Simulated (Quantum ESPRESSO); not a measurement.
Set up this calculation in Quantum ESPRESSO 7.5, as the native input.

```
Task                        : dielectric tensor
Functional                  : LDA
Potentials or basis         : GBRV 1.5 LDA
Cutoff                      : 612 eV
Density cutoff              : 4898 eV
k mesh                      : 6 × 6 × 6, shifted
Occupations                 : fermi-dirac, width 0.05 eV
Spin                        : no spin polarisation
Form of the LDA correlation : PZ81
Mixing beta                 : 0.5
Most SCF iterations         : 120
SCF threshold               : 4e-10 Ry
```

BN:

```xyz
2
Lattice="1.2511 0.7223 3.3729 -1.2511 0.7223 3.3729 0.0000 -1.4447 3.3729" Properties=species:S:1:pos:R:3 pbc="T T T"
N     0.0000    0.0000    6.7517
B     0.0000    0.0000    0.0033
```

The cell is a database's computed one.

These files were run (other wordings do the same):

pw.in

```
&CONTROL
  calculation = 'scf'
  prefix = 'pwscf'
  outdir = './tmp'
  pseudo_dir = './pseudo'
  tprnfor = .true.
  tstress = .true.
  disk_io = 'low'
/
&SYSTEM
  ibrav = 0
  celldm(1) = 8
  nat = 2
  ntyp = 2
  ecutwfc = 45
  ecutrho = 360
  nbnd = 9
  occupations = 'smearing'
  smearing = 'fd'
  degauss = 0.00367493
/
&ELECTRONS
  conv_thr = 4d-10
  electron_maxstep = 120
  mixing_beta = 0.5
/
ATOMIC_SPECIES
N     14.0070 n_lda_v1.2.uspp.F.UPF
B     10.8100 b_lda_v1.4.uspp.F.UPF
CELL_PARAMETERS alat
  0.2955346898502   0.1706270327353   0.7967402823206
 -0.2955346898502   0.1706270327353   0.7967402823206
  0.0000000000000  -0.3412540654705   0.7967402823206
ATOMIC_POSITIONS crystal
N      0.6672382000    0.6672382000    0.6672382000
B      0.0003288000    0.0003288000    0.0003288000
K_POINTS automatic
6 6 6 1 1 1
```

scf2.in

```
&CONTROL
  calculation = 'scf'
  prefix = 'pwscf'
  outdir = './tmp'
  pseudo_dir = './pseudo'
  tprnfor = .true.
  tstress = .true.
  disk_io = 'low'
/
&SYSTEM
  ibrav = 0
  celldm(1) = 8
  nat = 2
  ntyp = 2
  ecutwfc = 45
  ecutrho = 360
  nbnd = 9
  occupations = 'fixed'
/
&ELECTRONS
  conv_thr = 1d-13
  electron_maxstep = 120
  mixing_beta = 0.5
  startingpot = 'file'
  startingwfc = 'file'
/
ATOMIC_SPECIES
N     14.0070 n_lda_v1.2.uspp.F.UPF
B     10.8100 b_lda_v1.4.uspp.F.UPF
CELL_PARAMETERS alat
  0.2955346898502   0.1706270327353   0.7967402823206
 -0.2955346898502   0.1706270327353   0.7967402823206
  0.0000000000000  -0.3412540654705   0.7967402823206
ATOMIC_POSITIONS crystal
N      0.6672382000    0.6672382000    0.6672382000
B      0.0003288000    0.0003288000    0.0003288000
K_POINTS automatic
6 6 6 1 1 1
```

ph.in

```
dielectric of BN
&INPUTPH
  prefix = 'pwscf'
  outdir = './tmp'
  tr2_ph = 1d-18
  fildyn = 'dyn'
  niter_ph = 90
  alpha_mix(1) = 0.7
  epsil = .true.
  trans = .false.
  zeu = .true.
/
0.0000000000 0.0000000000 0.0000000000
```

Potentials or basis: GBRV 1.5 LDA.

Run with:

```bash
$ OMP_NUM_THREADS=1 pw.x -in pw.in > pw.out
$ OMP_NUM_THREADS=1 pw.x -in scf2.in > scf2.out
$ OMP_NUM_THREADS=1 ph.x -in ph.in > ph.out
```

It gave:

* Pressure: -3.4 GPa
* Electronic dielectric tensor (diagonal): 4.80, 4.80, 2.65
* Born charges (mean of the diagonal): N -2.04; B +2.03 e

Caveat: the cell is more than 3 GPa from zero pressure, which shifts response properties.

Run time: 11 s on 1 thread of AMD EPYC 9R45 96-Core Processor (Zen 5), on a shared host, peak memory 0.08 GiB.
